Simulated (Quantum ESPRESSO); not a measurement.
## AlN: dielectric tensor and Born charges under several settings

```
Al N
1.0
     3.11300    0.00000    0.00000
    -1.55650    2.69594    0.00000
     0.00000    0.00000    4.98100
Al N
2 2
Cartesian
  0.0000 1.7973 0.0000
  1.5565 0.8986 2.4905
  0.0000 1.7973 1.8928
  1.5565 0.8986 4.3833
```

All runs used Quantum ESPRESSO 7.5; k mesh 8 × 8 × 5, shifted; no spin polarisation; cutoff 1143 eV; occupations smeared at first, fixed for the response.

```tsv
level	potentials	geometry	volume (Å³/atom)	pressure (GPa)	ε∞ (diagonal)	Born charge of atom 1 (e)
PBE	PseudoDojo 0.4.1 SR PBE standard	given cell	10.45	?	?	?
PBE	PseudoDojo 0.4.1 SR PBE standard	relaxed cell	10.63	0.0	4.44, 4.44, 4.65	2.56
LDA	PseudoDojo 0.4.1 SR LDA standard	given cell	10.45	-5.8	4.42, 4.42, 4.60	2.57
LDA	PseudoDojo 0.4.1 SR LDA standard	relaxed cell	10.15	0.0	4.35, 4.35, 4.56	2.56
```

Problem. What stands in the row left open?

Solution. Pressure 3.4 GPa; ε∞ 4.41, 4.41, 4.60; Born charge of atom 1 2.56 e.

Caveats: the cell is more than 3 GPa from zero pressure, which shifts response properties (some runs).

For the row left open. Caveat: the cell is more than 3 GPa from zero pressure, which shifts response properties.
